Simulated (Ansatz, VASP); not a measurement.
# One calculation of Zn, two programs

```
CELL_PARAMETERS angstrom
0.03438 1.96478 1.96478
1.99916 0.00000 1.99916
1.96478 1.96478 0.03438
ATOMIC_POSITIONS crystal
Zn 0.00000 0.00000 0.00000
```

Change from the starting cell: strain +0.0350 x Voigt [0, 0, 0, 0, 1, 0], atoms carried along.

Alike in both runs: task single point; functional PBEsol; k mesh 20 × 20 × 20; occupations gaussian, width 0.15 eV; no spin polarisation.

|  | VASP | Ansatz |
| --- | --- | --- |
| version | VASP 6.6.1 | Ansatz 0.2.0 |
| potentials or method | VASP PAW PBE potentials, release 64 (Zn) | scalar-relativistic, plane waves, PAW |
| plane-wave cutoff (eV) | 520 | 420 |
| valence electrons in the cell | 12 | 12 |

```tsv
	VASP	Ansatz	Ansatz less VASP
gap on the k mesh at the Fermi level (eV)	none	none	-
pressure (GPa)	-4.6	-5.0	-0.36
largest component of the traceless stress (GPa)	0.29	0.29	+0.001
```

A gap of «none» marks a metal or a gap that the smearing closes.

Caveats: the PAW data sets were made with another functional, which shifts forces and pressure a little (VASP).
